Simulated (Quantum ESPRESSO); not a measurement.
# Sb (Im-3m) in Quantum ESPRESSO: a series of runs

The runs below take Sb through band structure, single point, equation of state, with PBEsol, LDA.

All numbers are computed with Quantum ESPRESSO 7.5; they aren't measurements. Logs are shortened: lines on timing, memory, paths and dates and some standing lists are left out, and cuts for length are marked.

### 1 The structure

Symmetry: Im-3m, No. 229, cubic system. Conventional cell: a = 3.743 Å, b = 3.743 Å, c = 3.743 Å, α = 90.00°, β = 90.00°, γ = 90.00°. Sb (site symmetry m-3m) has 8 Sb at 3.24 Å as nearest neighbours.

This isn't the form of Sb at room conditions, which is rhombohedral.

### 2 Band structure, PBEsol

File pw.in:

```
&CONTROL
  calculation = 'scf'
  prefix = 'pwscf'
  outdir = './tmp'
  pseudo_dir = './pseudo'
  tprnfor = .true.
  tstress = .true.
  disk_io = 'low'
/
&SYSTEM
  ibrav = 0
  nat = 1
  ntyp = 1
  ecutwfc = 45
  ecutrho = 360
  nbnd = 13
  occupations = 'smearing'
  smearing = 'fd'
  degauss = 0.00367493
/
&ELECTRONS
  conv_thr = 2d-10
  electron_maxstep = 120
  mixing_beta = 0.5
/
ATOMIC_SPECIES
Sb   121.7600 sb_pbesol_v1.4.uspp.F.UPF
CELL_PARAMETERS angstrom
  -1.8713408863    1.8713408863    1.8713408863
   1.8713408863   -1.8713408863    1.8713408863
   1.8713408863    1.8713408863   -1.8713408863
ATOMIC_POSITIONS crystal
Sb     0.0000000000    0.0000000000    0.0000000000
K_POINTS automatic
10 10 10 0 0 0
```

File bands.in:

```
&CONTROL
  calculation = 'bands'
  prefix = 'pwscf'
  outdir = './tmp'
  pseudo_dir = './pseudo'
  disk_io = 'low'
  verbosity = 'high'
/
&SYSTEM
  ibrav = 0
  nat = 1
  ntyp = 1
  ecutwfc = 45
  ecutrho = 360
  nbnd = 13
  occupations = 'smearing'
  smearing = 'fd'
  degauss = 0.00367493
/
&ELECTRONS
  conv_thr = 1d-08
  electron_maxstep = 120
  mixing_beta = 0.5
  diago_full_acc = .true.
  startingwfc = 'random'
/
ATOMIC_SPECIES
Sb   121.7600 sb_pbesol_v1.4.uspp.F.UPF
CELL_PARAMETERS angstrom
  -1.8713408863    1.8713408863    1.8713408863
   1.8713408863   -1.8713408863    1.8713408863
   1.8713408863    1.8713408863   -1.8713408863
ATOMIC_POSITIONS crystal
Sb     0.0000000000    0.0000000000    0.0000000000
K_POINTS crystal
60
 0.0000000000  0.0000000000  0.0000000000 1
 0.0416666667 -0.0416666667  0.0416666667 1
 0.0833333333 -0.0833333333  0.0833333333 1
 0.1250000000 -0.1250000000  0.1250000000 1
 0.1666666667 -0.1666666667  0.1666666667 1
 0.2083333333 -0.2083333333  0.2083333333 1
 0.2500000000 -0.2500000000  0.2500000000 1
 0.2916666667 -0.2916666667  0.2916666667 1
 0.3333333333 -0.3333333333  0.3333333333 1
 0.3750000000 -0.3750000000  0.3750000000 1
 0.4166666667 -0.4166666667  0.4166666667 1
 0.4583333333 -0.4583333333  0.4583333333 1
 0.5000000000 -0.5000000000  0.5000000000 1
 0.4375000000 -0.4375000000  0.5000000000 1
 0.3750000000 -0.3750000000  0.5000000000 1
 0.3125000000 -0.3125000000  0.5000000000 1
 0.2500000000 -0.2500000000  0.5000000000 1
 0.1875000000 -0.1875000000  0.5000000000 1
 0.1250000000 -0.1250000000  0.5000000000 1
 0.0625000000 -0.0625000000  0.5000000000 1
 0.0000000000  0.0000000000  0.5000000000 1
 0.0000000000  0.0000000000  0.4444444444 1
 0.0000000000  0.0000000000  0.3888888889 1
 0.0000000000  0.0000000000  0.3333333333 1
 0.0000000000  0.0000000000  0.2777777778 1
 0.0000000000  0.0000000000  0.2222222222 1
 0.0000000000  0.0000000000  0.1666666667 1
 0.0000000000  0.0000000000  0.1111111111 1
 0.0000000000  0.0000000000  0.0555555556 1
 0.0000000000  0.0000000000  0.0000000000 1
 0.0227272727  0.0227272727  0.0227272727 1
 0.0454545455  0.0454545455  0.0454545455 1
 0.0681818182  0.0681818182  0.0681818182 1
 0.0909090909  0.0909090909  0.0909090909 1
 0.1136363636  0.1136363636  0.1136363636 1
 0.1363636364  0.1363636364  0.1363636364 1
 0.1590909091  0.1590909091  0.1590909091 1
 0.1818181818  0.1818181818  0.1818181818 1
 0.2045454545  0.2045454545  0.2045454545 1
 0.2272727273  0.2272727273  0.2272727273 1
 0.2500000000  0.2500000000  0.2500000000 1
 0.2708333333  0.1875000000  0.2708333333 1
 0.2916666667  0.1250000000  0.2916666667 1
 0.3125000000  0.0625000000  0.3125000000 1
 0.3333333333  0.0000000000  0.3333333333 1
 0.3541666667 -0.0625000000  0.3541666667 1
 0.3750000000 -0.1250000000  0.3750000000 1
 0.3958333333 -0.1875000000  0.3958333333 1
 0.4166666667 -0.2500000000  0.4166666667 1
 0.4375000000 -0.3125000000  0.4375000000 1
 0.4583333333 -0.3750000000  0.4583333333 1
 0.4791666667 -0.4375000000  0.4791666667 1
 0.5000000000 -0.5000000000  0.5000000000 1
 0.2500000000  0.2500000000  0.2500000000 1
 0.2083333333  0.2083333333  0.2916666667 1
 0.1666666667  0.1666666667  0.3333333333 1
 0.1250000000  0.1250000000  0.3750000000 1
 0.0833333333  0.0833333333  0.4166666667 1
 0.0416666667  0.0416666667  0.4583333333 1
 0.0000000000  0.0000000000  0.5000000000 1
```

Potentials or basis: GBRV 1.5 PBEsol.

The run is started by

```sh
> OMP_NUM_THREADS=1 mpirun -n 2 pw.x -nk 2 -in pw.in > pw.out
> OMP_NUM_THREADS=1 mpirun -n 2 pw.x -nk 2 -in bands.in > bands.out
```

pw.out:

```text
This program is part of the open-source Quantum ESPRESSO suite
     for quantum simulation of materials; please cite
[... 13 lines left out ...]
     --------------------
     sticks:   dense  smooth     PW     G-vecs:    dense   smooth      PW
     Sum        1027     507    197                20473     7155    1721

     Using Slab Decomposition

     bravais-lattice index     =            0
     lattice parameter (alat)  =       6.1251  a.u.
     unit-cell volume          =     176.8949 (a.u.)^3
     number of atoms/cell      =            1
     number of atomic types    =            1
     number of electrons       =        15.00
     number of Kohn-Sham states=           13
     kinetic-energy cutoff     =      45.0000  Ry
     charge density cutoff     =     360.0000  Ry
     scf convergence threshold =      2.0E-10
     mixing beta               =       0.5000
     number of iterations used =            8  plain     mixing
     Exchange-correlation= SLA  PW   PSX  PSC
                           (   1   4  10   8   0   0   0)

     celldm(1)=   6.125089  celldm(2)=   0.000000  celldm(3)=   0.000000
     celldm(4)=   0.000000  celldm(5)=   0.000000  celldm(6)=   0.000000

     crystal axes: (cart. coord. in units of alat)
               a(1) = (  -0.577350   0.577350   0.577350 )
               a(2) = (   0.577350  -0.577350   0.577350 )
               a(3) = (   0.577350   0.577350  -0.577350 )

     reciprocal axes: (cart. coord. in units 2 pi/alat)
               b(1) = ( -0.000000  0.866025  0.866025 )
               b(2) = (  0.866025 -0.000000  0.866025 )
               b(3) = (  0.866025  0.866025  0.000000 )

     PseudoPot. # 1 for Sb read from file:
     sb_pbesol_v1.4.uspp.F.UPF
     Pseudo is Ultrasoft + core correction, Zval = 15.0
     Generated by new atomic code, or converted to UPF format
     Using radial grid of  891 points,  6 beta functions with:
                l(1) =   0
                l(2) =   0
                l(3) =   1
                l(4) =   1
                l(5) =   2
                l(6) =   2
     Q(r) pseudized with  8 coefficients,  rinner =    1.350   1.350   1.350
                                                       1.350   1.350

     atomic species   valence    mass     pseudopotential
     Sb               15.00   121.76000     Sb( 1.00)

     48 Sym. Ops., with inversion, found

   Cartesian axes

     site n.     atom                  positions (alat units)
         1        Sb     tau(   1) = (   0.0000000   0.0000000   0.0000000  )

     number of k points=    47  Fermi-Dirac smearing, width (Ry)=  0.0037
                       cart. coord. in units 2pi/alat
        k(    1) = (   0.0000000   0.0000000   0.0000000), wk =   0.0020000
        k(    2) = (   0.0866025   0.0866025   0.0000000), wk =   0.0240000
        k(    3) = (   0.1732051   0.1732051   0.0000000), wk =   0.0240000
        k(    4) = (   0.2598076   0.2598076   0.0000000), wk =   0.0240000
        k(    5) = (   0.3464102   0.3464102   0.0000000), wk =   0.0240000
        k(    6) = (  -0.4330127  -0.4330127   0.0000000), wk =   0.0120000
[... 39 lines left out ...]
        k(   46) = (  -0.8660254  -0.0866025  -0.0866025), wk =   0.0240000
        k(   47) = (  -0.8660254  -0.8660254  -0.8660254), wk =   0.0020000

     Dense  grid:    20473 G-vectors     FFT dimensions: (  40,  40,  40)

     Smooth grid:     7155 G-vectors     FFT dimensions: (  27,  27,  27)

     Check: negative core charge=   -0.000003

     Initial potential from superposition of free atoms

     starting charge      14.0000, renormalised to      15.0000
     Starting wfcs are    9 randomized atomic wfcs +    4 random wfcs

     Self-consistent Calculation

     iteration #  1     ecut=    45.00 Ry     beta= 0.50
     Davidson diagonalization with overlap
     ethr =  1.00E-02,  avg # of iterations =  5.5

     total energy              =    -184.38711076 Ry
     estimated scf accuracy    <       1.00208487 Ry

     iteration #  2     ecut=    45.00 Ry     beta= 0.50
     Davidson diagonalization with overlap
     ethr =  6.68E-03,  avg # of iterations =  2.0

     total energy              =    -184.58594770 Ry
     estimated scf accuracy    <       0.01158757 Ry

     iteration #  3     ecut=    45.00 Ry     beta= 0.50
     Davidson diagonalization with overlap
     ethr =  7.73E-05,  avg # of iterations =  3.4
[... 22 lines left out ...]
     total energy              =    -184.58680583 Ry
     estimated scf accuracy    <          5.2E-09 Ry

     iteration #  7     ecut=    45.00 Ry     beta= 0.50
     Davidson diagonalization with overlap
     ethr =  3.49E-11,  avg # of iterations =  2.4

     total energy              =    -184.58680584 Ry
     estimated scf accuracy    <          1.5E-09 Ry

     iteration #  8     ecut=    45.00 Ry     beta= 0.50
     Davidson diagonalization with overlap
     ethr =  1.01E-11,  avg # of iterations =  2.0

     End of self-consistent calculation

          k = 0.0000 0.0000 0.0000 (   935 PWs)   bands (ev):

   -17.1183 -17.1183 -17.1183 -17.0406 -17.0406  -1.0105  17.7436  17.7436
    17.7436  23.4864  23.4864  23.4865  24.1144

          k = 0.0866 0.0866 0.0000 (   929 PWs)   bands (ev):

   -17.1205 -17.1141 -17.1060 -17.0432 -17.0412  -0.7957  16.1857  17.0792
    17.5551  21.8823  22.1118  23.5522  24.4175

          k = 0.1732 0.1732 0.0000 (   917 PWs)   bands (ev):

   -17.1262 -17.1043 -17.0739 -17.0487 -17.0424  -0.1552  13.2356  15.8508
    17.0591  20.4108  20.8467  23.4893  24.9445

          k = 0.2598 0.2598 0.0000 (   905 PWs)   bands (ev):

   -17.1331 -17.0974 -17.0507 -17.0440 -17.0338   0.8913  10.2488  14.7653
    16.4791  19.4239  19.9472  24.1770  25.7639

          k = 0.3464 0.3464 0.0000 (   900 PWs)   bands (ev):

   -17.1388 -17.0976 -17.0467 -17.0453 -17.0012   2.2450   7.6664  14.0584
    16.0475  18.8538  19.4108  25.3382  26.8726

          k =-0.4330-0.4330 0.0000 (   886 PWs)   bands (ev):

   -17.1409 -17.0991 -17.0457 -17.0439 -16.9886   3.1972   6.2966  13.8150
    15.8913  18.6672  19.2326  26.1646  27.7852

          k = 0.1732 0.0866 0.0866 (   916 PWs)   bands (ev):

   -17.1203 -17.1117 -17.0830 -17.0474 -17.0420  -0.3680  14.3064  15.8980
    16.8689  21.2838  21.4818  23.4251  24.6600

          k = 0.2598 0.1732 0.0866 (   906 PWs)   bands (ev):

   -17.1251 -17.1017 -17.0524 -17.0492 -17.0431   0.4773  11.6812  14.3482
    16.1444  20.3843  21.3649  23.2919  26.5044

          k = 0.3464 0.2598 0.0866 (   900 PWs)   bands (ev):

   -17.1310 -17.0952 -17.0508 -17.0457 -17.0161   1.6940   8.9868  13.3331
    15.5440  19.6825  21.1586  23.8199  27.4901
[... 58 lines left out ...]
   -17.1169 -17.0812 -17.0476 -17.0453 -17.0227   3.5932   7.6706  10.1157
    12.4632  23.3453  24.9761  26.6446  27.8426

          k = 0.0000-0.0866 0.2598 (   906 PWs)   bands (ev):

   -17.1137 -17.0983 -17.0756 -17.0555 -17.0424   0.0578  13.3177  15.1607
    15.9319  20.0965  21.8823  22.4289  25.6773

          k = 0.5196 0.3464 0.3464 (   889 PWs)   bands (ev):

   -17.1123 -17.0587 -17.0587 -17.0398 -17.0398   4.0689   8.3830   8.3830
    12.1863  24.1424  26.1704  26.1704  29.4899

          k =-0.0000-0.1732 0.3464 (   910 PWs)   bands (ev):

   -17.1203 -17.0914 -17.0576 -17.0462 -17.0353   1.1010  10.4128  14.0896
    15.4657  19.8846  20.9910  22.1751  28.2063

          k = 0.0866-0.0866 0.3464 (   906 PWs)   bands (ev):

   -17.1089 -17.0885 -17.0620 -17.0511 -17.0447   0.8978  11.6066  13.2862
    15.5396  19.4423  21.1352  24.0693  25.6004

          k = 0.0000-0.2598 0.4330 (   905 PWs)   bands (ev):

   -17.1258 -17.0934 -17.0533 -17.0476 -17.0024   2.4467   7.8668  13.3962
    15.0720  19.8075  20.4436  22.8025  26.3421

          k = 0.0866-0.1732 0.4330 (   899 PWs)   bands (ev):

   -17.1114 -17.0861 -17.0579 -17.0524 -17.0170   2.1017   9.2925  12.0290
    15.3354  19.5553  20.7080  23.9693  25.9517
[... 23 lines left out ...]
   -17.0963 -17.0963 -17.0459 -17.0459 -17.0309   3.5191   8.2988  10.6265
    10.6265  25.9651  25.9651  27.7888  28.5354

          k = 0.4330 0.4330 0.3464 (   902 PWs)   bands (ev):

   -17.0957 -17.0757 -17.0487 -17.0455 -17.0451   4.0992   8.1703   9.5426
    10.4232  26.6256  26.6861  28.9451  29.1420

          k = 0.0000 0.0000 0.3464 (   907 PWs)   bands (ev):

   -17.0836 -17.0836 -17.0773 -17.0679 -17.0478   0.6922  13.2020  13.9361
    13.9361  18.4244  23.8254  23.8254  24.7574

          k =-0.0000-0.0866 0.4330 (   901 PWs)   bands (ev):

   -17.0866 -17.0824 -17.0650 -17.0556 -17.0390   1.7238  10.8571  12.8789
    13.6866  17.9543  23.3084  23.6793  25.5336

          k = 0.0000-0.1732 0.5196 (   899 PWs)   bands (ev):

   -17.0912 -17.0910 -17.0685 -17.0468 -17.0055   3.0440   8.4469  12.1968
    13.5461  18.6073  22.5314  22.7572  23.9166

          k = 0.0866-0.0866 0.5196 (   904 PWs)   bands (ev):

   -17.0904 -17.0799 -17.0694 -17.0454 -17.0170   2.8964   9.6206  11.1546
    13.7315  17.5757  22.3259  23.2010  26.3155

          k =-0.8660-0.2598-0.2598 (   900 PWs)   bands (ev):

   -17.0941 -17.0930 -17.0722 -17.0413 -16.9926   3.9479   7.1600  11.9627
    13.4654  19.4151  21.3775  22.5694  23.5516

          k =-0.7794-0.1732-0.2598 (   905 PWs)   bands (ev):

   -17.0946 -17.0824 -17.0774 -17.0307 -17.0005   4.1255   8.0646  10.3266
    13.9076  18.2310  20.4083  22.6108  26.4988

          k =-0.6928-0.1732-0.1732 (   904 PWs)   bands (ev):

   -17.0914 -17.0914 -17.0757 -17.0102 -17.0102   4.6967   8.6287   8.6287
    14.3318  18.7874  18.7874  22.4125  30.0733

          k =-0.0000-0.0000 0.5196 (   908 PWs)   bands (ev):

   -17.0929 -17.0729 -17.0474 -17.0474 -17.0408   2.7309  11.1752  11.8291
    11.8291  16.5080  22.4110  26.0916  26.0916

          k = 0.0000-0.0866 0.6062 (   899 PWs)   bands (ev):

   -17.1020 -17.0882 -17.0481 -17.0310 -17.0094   4.0013   9.3206  11.1510
    11.9629  16.4330  19.9112  25.6578  26.3954

          k =-0.8660-0.1732-0.1732 (   892 PWs)   bands (ev):

   -17.1042 -17.0956 -17.0495 -17.0245 -16.9962   4.8412   8.1656  10.9183
    12.0712  17.1243  18.4048  25.4646  26.2844

          k =-0.7794-0.0866-0.1732 (   897 PWs)   bands (ev):

   -17.1073 -17.1017 -17.0404 -17.0129 -17.0018   5.0895   8.9416   9.8034
    12.2488  16.4322  17.7845  25.6103  29.4166

          k = 0.0000 0.0000 0.6928 (   888 PWs)   bands (ev):

   -17.1133 -17.1059 -17.0140 -17.0140 -17.0114   5.1801  10.0993  10.4742
    10.4742  15.3684  17.4787  28.5958  29.1950

          k =-0.8660-0.0866-0.0866 (   876 PWs)   bands (ev):

   -17.1162 -17.1141 -17.0139 -17.0072 -16.9991   5.9172   9.3417  10.2417
    10.7438  15.5254  16.0502  28.6232  29.5956

          k =-0.8660-0.8660-0.8660 (   904 PWs)   bands (ev):

   -17.1213 -17.1213 -17.0004 -17.0004 -17.0004   6.5572  10.0092  10.0092
    10.0092  14.9906  14.9906  30.4447  32.2994

     the Fermi energy is    12.0476 ev

!    total energy              =    -184.58680584 Ry
     estimated scf accuracy    <          3.1E-12 Ry
     smearing contrib. (-TS)   =      -0.00065843 Ry
     internal energy E=F+TS    =    -184.58614741 Ry

     The total energy is F=E-TS. E is the sum of the following terms:
     one-electron contribution =     -69.31752779 Ry
     hartree contribution      =      44.09732398 Ry
     xc contribution           =     -43.59204327 Ry
     ewald contribution        =    -115.77390033 Ry

     convergence has been achieved in   8 iterations

     Forces acting on atoms (cartesian axes, Ry/au):

     atom    1 type  1   force =     0.00000000    0.00000000    0.00000000

     Total force =     0.000000     Total SCF correction =     0.000000

     Computing stress (Cartesian axis) and pressure

          total   stress  (Ry/bohr**3)                   (kbar)     P=       -1.49
  -0.00001011   0.00000000  -0.00000000           -1.49        0.00       -0.00
   0.00000000  -0.00001011   0.00000000            0.00       -1.49        0.00
   0.00000000   0.00000000  -0.00001011            0.00        0.00       -1.49

=------------------------------------------------------------------------------=
   JOB DONE.
=------------------------------------------------------------------------------=
```

Run time: 7.4 s. Hardware: 2 MPI ranks of AMD EPYC 9R45 (Zen 5), shared host; peak memory 0.18 GiB.

Results:

```
Free energy            : -2511.4314 eV
Pressure               : -0.1 GPa
Band gap on the k mesh : none (metal or under the smearing width)
```

Levels at the corners of the path, in eV from the Fermi level:
| point | band 4 | band 5 | band 6 | band 7 | band 8 | band 9 | band 10 | band 11 |
| --- | --- | --- | --- | --- | --- | --- | --- | --- |
| Γ | -29.09 | -29.09 | -13.06 | 5.70 | 5.70 | 5.70 | 11.44 | 11.44 |
| H | -29.05 | -29.05 | -5.49 | -2.04 | -2.04 | -2.04 | 2.94 | 2.94 |
| N | -29.09 | -29.04 | -8.85 | -5.75 | 1.77 | 3.84 | 6.62 | 7.18 |
| Γ | -29.09 | -29.09 | -13.06 | 5.70 | 5.70 | 5.70 | 11.44 | 11.44 |
| P | -29.09 | -29.09 | -7.81 | -2.85 | -2.85 | -2.85 | 16.17 | 16.17 |
| H | -29.05 | -29.05 | -5.49 | -2.04 | -2.04 | -2.04 | 2.94 | 2.94 |
| P | -29.09 | -29.09 | -7.81 | -2.85 | -2.85 | -2.85 | 16.17 | 16.17 |
| N | -29.09 | -29.04 | -8.85 | -5.75 | 1.77 | 3.84 | 6.62 | 7.18 |

Caveat: spin-orbit coupling is left out, which moves the levels of the heavy elements.

[end of part 1 of 2]
